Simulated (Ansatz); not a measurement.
Structure: an 8-atom cell of N (Pa-3) from a materials database, at its r2SCAN+rVV10 minimum. The symmetry is Pa-3 (No. 205, cubic); a = 5.472 Å in the conventional setting, 20.49 Å³ an atom. N has 1 N at 1.09 Å.

```
N
1.0
     5.47248    0.00000    0.00000
     0.00000    5.47248    0.00000
     0.00000    0.00000    5.47248
N
8
Cartesian
  0.3162 0.3162 0.3162
  2.4201 5.1563 3.0524
  3.0524 2.4201 5.1563
  5.1563 3.0524 2.4201
  5.1575 5.1575 5.1575
  3.0512 0.3150 2.4212
  2.4212 3.0512 0.3150
  0.3150 2.4212 3.0512
```

The questions ask for values computed with the PAW code Ansatz on this geometry. (Simulation; spin polarisation is off.)

Given (6×6×6 mesh): PBE gives an indirect gap of 7.34 eV, from X to Γ; the least direct gap is 7.38 eV at Γ.

(1) What does r2SCAN give for the gap (6×6×6 mesh)?

(2) What does PBE0 give for the gap (4×4×4 mesh)?

(3) Roughly how does the cost of the PBE0 run (4×4×4) compare with r2SCAN's (6×6×6)?

(4) What are ε∞ and the Born charges with r2SCAN?

Answers

(1) r2SCAN gives an indirect gap of 8.00 eV, from X to Γ; the least direct gap is 8.03 eV at Γ. The gap differs by +0.66 eV from PBE's.

(2) With PBE0 the valence top lies at X and the conduction bottom at Γ, 10.45 eV higher; the smallest vertical gap, at Γ, is 10.48 eV. The gap differs by +3.11 eV from PBE's.

(3) About 13 times as much (3 core-minutes against 16 core-seconds, on 4 threads of AMD EPYC 7B13 (Zen 3) (shared host)).

(4) The electronic dielectric tensor ε∞ is 1.64 in all directions. Born charges, averaged over directions: N 0.00 e.

The meshes of the hybrids are coarse, so their gaps aren't converged to the digits shown.
